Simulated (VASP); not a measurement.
# AlAs (F-43m) in VASP: notebook

The runs below take AlAs through relaxation of cell and atoms, with PBE.

Program: VASP 6.6.1. These are calculated values, not measurements. Logs are shortened: lines on timing, memory, paths and dates and some standing lists are left out, and cuts for length are marked.

### 1 The crystal as given

It takes space group F-43m (No. 216, cubic). The conventional cell has a = 5.661 Å, b = 5.661 Å, c = 5.661 Å, α = 90.00°, β = 90.00°, γ = 90.00°. Al (site symmetry -43m) is surrounded by 4 As at 2.45 Å. As (site symmetry -43m) has 4 Al at 2.45 Å as nearest neighbours.

### 2 Relaxation of cell and atoms, PBE

Input file INCAR:

```
SYSTEM = AlAs
PREC = Accurate
ENCUT = 700
EDIFF = 1E-7
ISMEAR = 0
SIGMA = 0.02
LREAL = .False.
LASPH = .True.
NELM = 60
ALGO = Normal
ISIF = 3
LWAVE = .False.
LCHARG = .False.
GGA = PE
IBRION = 2
NSW = 80
EDIFFG = -0.002
```

Input file KPOINTS:

```
regular mesh
0
Gamma
  10 10 10
  0 0 0
```

Input file POSCAR:

```
AlAs
1.0
    0.0000000000      2.8304000000      2.8304000000
    2.8304000000      0.0000000000      2.8304000000
    2.8304000000      2.8304000000      0.0000000000
Al As
1 1
Direct
    0.0000000000      0.0000000000      0.0000000000
    0.2500000000      0.2500000000      0.2500000000
```

Potentials or basis: VASP PAW PBE potentials, release 64 (Al, As).

On the command line:

```sh
cat potpaw_PBE.64/Al/POTCAR potpaw_PBE.64/As/POTCAR > POTCAR
mpirun -np 1 vasp_std > vasp.out
```

OUTCAR:

```text
SYSTEM = AlAs
   PREC = Accurate
   ENCUT = 700
   EDIFF = 1E-7
   ISMEAR = 0
   LREAL = .False.
   LASPH = .True.
   NELM = 60
   ISIF = 3
   GGA = PE
   IBRION = 2
   NSW = 80
   EDIFFG = -0.002

 ion  position               nearest neighbor table
   1  0.000  0.000  0.000-   2 2.45   2 2.45   2 2.45   2 2.45
   2  0.250  0.250  0.250-   1 2.45   1 2.45   1 2.45   1 2.45

  LATTYP: Found a face centered cubic cell.
 ALAT       =     5.6608000000

  Lattice vectors:

 A1 = (   0.0000000000,   2.8304000000,   2.8304000000)
 A2 = (   2.8304000000,   0.0000000000,   2.8304000000)
 A3 = (   2.8304000000,   2.8304000000,   0.0000000000)

Analysis of symmetry for initial positions (statically):
=====================================================================
 Subroutine PRICEL returns:
 Original cell was already a primitive cell.

 Routine SETGRP: Setting up the symmetry group for a
 face centered cubic supercell.

 Subroutine GETGRP returns: Found 24 space group operations
 (whereof 24 operations were pure point group operations)
 out of a pool of 48 trial point group operations.

The static configuration has the point symmetry T_d .

Analysis of symmetry for dynamics (positions and initial velocities):
=====================================================================
 Subroutine PRICEL returns:
 Original cell was already a primitive cell.

 Routine SETGRP: Setting up the symmetry group for a
 face centered cubic supercell.

 Subroutine GETGRP returns: Found 24 space group operations
 (whereof 24 operations were pure point group operations)
 out of a pool of 48 trial point group operations.

The dynamic configuration has the point symmetry T_d .

 Subroutine INISYM returns: Found 24 space group operations
 (whereof 24 operations are pure point group operations),
 and found     1 'primitive' translations

----------------------------------------------------------------------------------------

                                     Primitive cell

  volume of cell :      45.3496

  direct lattice vectors                    reciprocal lattice vectors
     0.000000000  2.830400000  2.830400000    -0.176653477  0.176653477  0.176653477
     2.830400000  0.000000000  2.830400000     0.176653477 -0.176653477  0.176653477
     2.830400000  2.830400000  0.000000000     0.176653477  0.176653477 -0.176653477

  length of vectors
     4.002790067  4.002790067  4.002790067     0.305972797  0.305972797  0.305972797

  position of ions in fractional coordinates (direct lattice)
     0.000000000  0.000000000  0.000000000
     0.250000000  0.250000000  0.250000000

  ion indices of the primitive-cell ions
   primitive index   ion index
                 1           1
                 2           2

----------------------------------------------------------------------------------------

 KPOINTS: regular mesh

Automatic generation of k-mesh.
 Grid dimensions read from file:
 generate k-points for:   10   10   10

 Generating k-lattice:

  Cartesian coordinates                     Fractional coordinates (reciprocal lattice)
    -0.017665348  0.017665348  0.017665348     0.100000000  0.000000000  0.000000000
     0.017665348 -0.017665348  0.017665348     0.000000000  0.100000000  0.000000000
     0.017665348  0.017665348 -0.017665348     0.000000000  0.000000000  0.100000000

  Length of vectors
     0.030597280  0.030597280  0.030597280

  Shift w.r.t. Gamma in fractional coordinates (k-lattice)
     0.000000000  0.000000000  0.000000000

 Subroutine IBZKPT returns following result:
 ===========================================

 Found     47 irreducible k-points:

 Following reciprocal coordinates:
            Coordinates               Weight
  0.000000  0.000000  0.000000      1.000000
  0.100000  0.000000  0.000000      8.000000
  0.200000  0.000000  0.000000      8.000000
  0.300000  0.000000  0.000000      8.000000
  0.400000  0.000000  0.000000      8.000000
  0.500000  0.000000  0.000000      4.000000
[... 16 lines left out ...]
  0.300000  0.300000  0.000000      6.000000
  0.400000  0.300000  0.000000     24.000000
 [... further k-points ...]
   k-points           NKPTS =     47   k-points in BZ     NKDIM =     47   number of bands    NBANDS=      8
   number of dos      NEDOS =    301   number of ions     NIONS =      2
   total plane-waves  NPLWV =  46656
   dimension x,y,z NGX =    36 NGY =   36 NGZ =   36
   dimension x,y,z NGXF=    72 NGYF=   72 NGZF=   72
   ions per type =               1   1
   NGX,Y,Z   is equivalent  to a cutoff of  14.95, 14.95, 14.95 a.u.
   NGXF,Y,Z  is equivalent  to a cutoff of  29.90, 29.90, 29.90 a.u.
 SYSTEM =  AlAs
   PREC   = accura    normal or accurate (medium, high low for compatibility)
   ISTART =      0    job   : 0-new  1-cont  2-samecut
   ICHARG =      2    charge: 1-file 2-atom 10-const
   ISPIN  =      1    spin polarized calculation?
   LNONCOLLINEAR =      F non collinear calculations
   LSORBIT =      F    spin-orbit coupling
   LASPH  =      T    aspherical Exc in radial PAW
   ENCUT  =  700.0 eV  51.45 Ry    7.17 a.u.   8.64  8.64  8.64*2*pi/ulx,y,z
   NELM   =     60;   NELMIN=  2; NELMDL= -5     # of ELM steps
   EDIFF  = 0.1E-06   stopping-criterion for ELM
   LREAL  =      F    real-space projection
   EDIFFG = -.2E-02   stopping-criterion for IOM
   NSW    =     80    number of steps for IOM
   IBRION =      2    ionic relax: 0-MD 1-quasi-New 2-CG
   NFREE  =      1    steps in history (QN), initial steepest desc. (CG)
   ISIF   =      3    stress and relaxation
   ISYM   =      2    0-nonsym 1-usesym 2-fastsym
   POTIM  = 0.5000    time-step for ionic-motion
   TEBEG  =    0.0;   TEEND  =   0.0 temperature during run
   PSTRESS=    0.0 pullay stress
   NELECT =       8.0000    total number of electrons
   NUPDOWN=      -1.0000    fix difference up-down
   EMIN   =  10.00;   EMAX   =-10.00  energy-range for DOS
   EFERMI =   0.00;   METHOD = LEGACY
   ISMEAR =     0;   SIGMA  =   0.02  broadening in eV -4-tet -1-fermi 0-gaus
   EFERMI_NEDOS =   21; number of points for ismear=-14 and -15
   IALGO  =     38    algorithm
   IMIX   =      4    mixing-type and parameters
     AMIX     =   0.40;   BMIX     =  1.00
     AMIX_MAG =   1.60;   BMIX_MAG =  1.00
  volume/ion in A,a.u.               =      22.67       153.02
  Fermi-wavevector in a.u.,A,eV,Ry     =   0.918150  1.735052 11.469706  0.843000
  Thomas-Fermi vector in A             =   2.043199
   LORBIT       =      0    0 simple, 1 ext, 2 COOP (PROOUT), +10 PAW based schemes
   GGA     = PE    functional components
   LHFCALC =     F    Hartree Fock is set to
   AEXX    =    0.0000 exact exchange contribution
   IVDW    =     0    specifies the selected vdW correction
   LEPSILON=     F    determine dielectric tensor
   LRPA    =     F    only Hartree local field effects (RPA)
 conjugate gradient relaxation of ions
 non-spin polarized calculation
 Gauss-broadening in eV      SIGMA  =   0.02
  energy-cutoff  :      700.00
  volume of cell :       45.35
 maximum number of plane-waves:      1924
   NGX = 17   NGY = 17   NGZ = 17

--------------------------------------- Ionic step        1  -------------------------------------------

 number of electron       8.0000000 magnetization

 Free energy of the ion-electron system (eV)
  ---------------------------------------------------
  ext. energy  EPLUGINS =         0.00000000
  ---------------------------------------------------
  free energy    TOTEN  =        -9.37499998 eV

  energy without entropy =       -9.37499998  energy(sigma->0) =       -9.37499998

 E-fermi :   4.0246     XC(G=0):  -9.0421

 val. band max:        3.8885295898   @ k =   0.0000   0.0000   0.0000
 cond. band min:       5.3237403452   @ k =   0.5000   0.5000   0.0000
 fundamental gap:      1.4352107553
 Fermi energy:         4.0245705019

 k-point     1 :       0.0000    0.0000    0.0000
  band No.  band energies     occupation
      1      -7.9763      2.00000
      2       3.8885      2.00000
      3       3.8885      2.00000
      4       3.8885      2.00000
      5       5.9498      0.00000
      6       8.1762      0.00000
      7       8.1762      0.00000
      8       8.1762      0.00000

 k-point     2 :       0.1000    0.0000    0.0000
  band No.  band energies     occupation
      1      -7.8778      2.00000
      2       2.8564      2.00000
      3       3.7809      2.00000
      4       3.7809      2.00000
      5       6.5842      0.00000
      6       8.3681      0.00000
      7       8.3681      0.00000
      8       8.3835      0.00000
[... 300 lines left out ...]
 POSITION                                       TOTAL-FORCE (eV/Angst)
 -----------------------------------------------------------------------------------
      2.88392      2.88392      5.76784         0.000000      0.000000      0.000000
      1.44196      1.44196      1.44196        -0.000000     -0.000000     -0.000000
 -----------------------------------------------------------------------------------
    total drift:                               -0.000000     -0.000000     -0.000000

  FREE ENERGIE OF THE ION-ELECTRON SYSTEM (eV)
  ---------------------------------------------------
  free  energy   TOTEN  =        -9.3863633230 eV

  energy  without entropy=       -9.3863633230  energy(sigma->0) =       -9.38636332

--------------------------------------- Ionic step        3  -------------------------------------------

 number of electron       8.0000000 magnetization

 Free energy of the ion-electron system (eV)
  ---------------------------------------------------
  ext. energy  EPLUGINS =         0.00000000
  ---------------------------------------------------
  free energy    TOTEN  =        -9.38962931 eV

  energy without entropy =       -9.38962931  energy(sigma->0) =       -9.38962931

 E-fermi :   3.7242     XC(G=0):  -8.8952

 val. band max:        3.5721730988   @ k =   0.0000   0.0000   0.0000
 cond. band min:       5.0714326247   @ k =   0.5000   0.5000   0.0000
 fundamental gap:      1.4992595258
 Fermi energy:         3.7242092677

 k-point     1 :       0.0000    0.0000    0.0000
  band No.  band energies     occupation
      1      -8.0850      2.00000
      2       3.5722      2.00000
      3       3.5722      2.00000
      4       3.5722      2.00000
      5       5.3355      0.00000
      6       7.7954      0.00000
      7       7.7954      0.00000
      8       7.7954      0.00000

 k-point     2 :       0.1000    0.0000    0.0000
  band No.  band energies     occupation
      1      -7.9913      2.00000
      2       2.5327      2.00000
      3       3.4687      2.00000
      4       3.4687      2.00000
      5       6.0123      0.00000
      6       7.9726      0.00000
      7       7.9803      0.00000
      8       7.9803      0.00000
[... 264 lines left out ...]
 POSITION                                       TOTAL-FORCE (eV/Angst)
 -----------------------------------------------------------------------------------
      0.00000      0.00000      0.00000        -0.000000      0.000000      0.000000
      1.43318      1.43318      1.43318         0.000000     -0.000000     -0.000000
 -----------------------------------------------------------------------------------
    total drift:                               -0.000000     -0.000000     -0.000000

  FREE ENERGIE OF THE ION-ELECTRON SYSTEM (eV)
  ---------------------------------------------------
  free  energy   TOTEN  =        -9.3896293127 eV

  energy  without entropy=       -9.3896293127  energy(sigma->0) =       -9.38962931

 reached required accuracy - stopping structural energy minimisation
```

Wall time 38 s (1 thread of AMD EPYC 9R45 (Zen 5), shared host); peak memory 0.2 GiB.

What came out:

* Free energy: -9.3896 eV
* Relaxed volume: 23.55 Å³/atom
* Relaxed cell: a = 4.054 Å, b = 4.054 Å, c = 4.054 Å, α = 60.00°, β = 60.00°, γ = 60.00°
* Space group after relaxing (to 0.05 Å): F-43m (No. 216)
* Energy gained by relaxing: 7.3 meV/atom
* Ionic steps: 3
* Pressure after relaxing: 0.0 GPa
* Band gap on the k mesh: 1.50 eV, indirect (least direct gap 1.76 eV)

The path:
```tsv
step	energy change (eV)	largest force (eV/Å)	pressure (GPa)	volume (Å³)
1	0.0000	0.0000	2.77	45.35
2	-0.0114	0.0000	-1.18	47.97
3	-0.0146	0.0000	0.01	47.10
```

Final structure:
```yaml
crystal:
  lattice:
    - [0.00000, 2.86636, 2.86636]
    - [2.86636, 0.00000, 2.86636]
    - [2.86636, 2.86636, 0.00000]
  atoms:
    - { symbol: Al, position: [0.00000, 0.00000, 0.00000] }
    - { symbol: As, position: [0.25000, 0.25000, 0.25000] }
```

Levels at points of the mesh, in eV from the valence-band top:
```
           k point  band 1  band 2  band 3  band 4  band 5  band 6  band 7  band 8
(0.00, 0.00, 0.00)  -11.66    0.00    0.00    0.00    1.76    4.22    4.22    4.22
(0.50, 0.00, 0.00)  -10.32   -5.41   -0.80   -0.80    2.00    4.65    4.65    7.68
(0.50, 0.50, 0.00)   -9.81   -5.30   -2.09   -2.09    1.50    2.29   10.04   10.04
```

### 3 Relaxation of cell and atoms, PBE

This run uses another cell than the first one, of 23.55 Å³/atom, 1.039 times its volume.

INCAR is that of step 2.

KPOINTS is that of step 2.

Input file POSCAR:

```
AlAs                                    
1.0
    0.0000000000      2.8663601420      2.8663601420
    2.8663601420      0.0000000000      2.8663601420
    2.8663601420      2.8663601420      0.0000000000
  Al              As            
     1     1
Direct
     0.0000000000000000    0.0000000000000000    0.0000000000000000
     0.2500000000000000    0.2500000000000000    0.2500000000000000
```

Potentials or basis: VASP PAW PBE potentials, release 64 (Al, As).

On the command line:

```sh
cat potpaw_PBE.64/Al/POTCAR potpaw_PBE.64/As/POTCAR > POTCAR
mpirun -np 1 vasp_std > vasp.out
```

Wall time 16 s (1 thread of AMD EPYC 9R45 (Zen 5), shared host); peak memory 0.18 GiB.

Results (log left out):

| Property | Result |
| --- | --- |
| Free energy | -9.3897 eV |
| Pressure after relaxing | 0.0 GPa |
| Band gap on the k mesh | 1.50 eV, indirect (least direct gap 1.76 eV) |

Final structure:
```
CELL_PARAMETERS angstrom
0.00000 2.86636 2.86636
2.86636 0.00000 2.86636
2.86636 2.86636 0.00000
ATOMIC_POSITIONS crystal
Al 0.00000 0.00000 0.00000
As 0.25000 0.25000 0.25000
```

Levels at points of the mesh, in eV from the valence-band top:
```tsv
k point	band 1	band 2	band 3	band 4	band 5	band 6	band 7	band 8
(0.00, 0.00, 0.00)	-11.66	0.00	0.00	0.00	1.76	4.22	4.22	4.22
(0.50, 0.00, 0.00)	-10.32	-5.41	-0.80	-0.80	2.00	4.65	4.65	7.68
(0.50, 0.50, 0.00)	-9.81	-5.30	-2.09	-2.09	1.50	2.29	10.04	10.04
```

Caveat: the relaxation stopped at its first step, so nothing moved. A k mesh can miss the band edges.
